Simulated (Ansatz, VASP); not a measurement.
# Two plane-wave programs on Li

```xyz
1
Lattice="-1.7547 1.7547 1.7547 1.7547 -1.7547 1.7547 1.7547 1.7547 -1.7547" Properties=species:S:1:pos:R:3 pbc="T T T"
Li    0.0000    0.0000    0.0000
```

Alike in both runs: task relaxation of cell and atoms; functional PBEsol; k mesh 11 × 11 × 11; occupations fermi-dirac, width 0.05 eV; no spin polarisation.

|  | VASP | Ansatz |
| --- | --- | --- |
| version | VASP 6.6.1 | Ansatz 0.2.0 |
| potentials or method | VASP PAW PBE potentials, release 64 (Li_sv) | Ansatz PAW |
| plane-wave cutoff (eV) | 600 | 420 |
| valence electrons in the cell | 3 | 3 |

|  | VASP | Ansatz | Ansatz less VASP |
| --- | --- | --- | --- |
| gap on the k mesh at the Fermi level, each at its own relaxed structure (eV) | none | none | - |
| relaxed volume (Å³/atom) | 19.96 | 20.16 | +0.200 |
| relaxed cell length with the largest relative difference (Å) | 2.960 | 2.969 | +0.0098 |
| energy change over the relaxation (meV/atom) | -5 | -4 | +1.3 |

A gap of «none» marks a metal or a gap that the smearing closes.

Caveats: the cutoff is under 1.25 times the usual one of these potentials, so pressure, stress and relaxed cells hold a basis-set (Pulay) error (VASP); the PAW data sets were made with another functional, which shifts forces and pressure a little (VASP); the plane-wave basis is chosen anew once the cell has moved, so the energies of steps on either side of that aren't comparable (Ansatz).
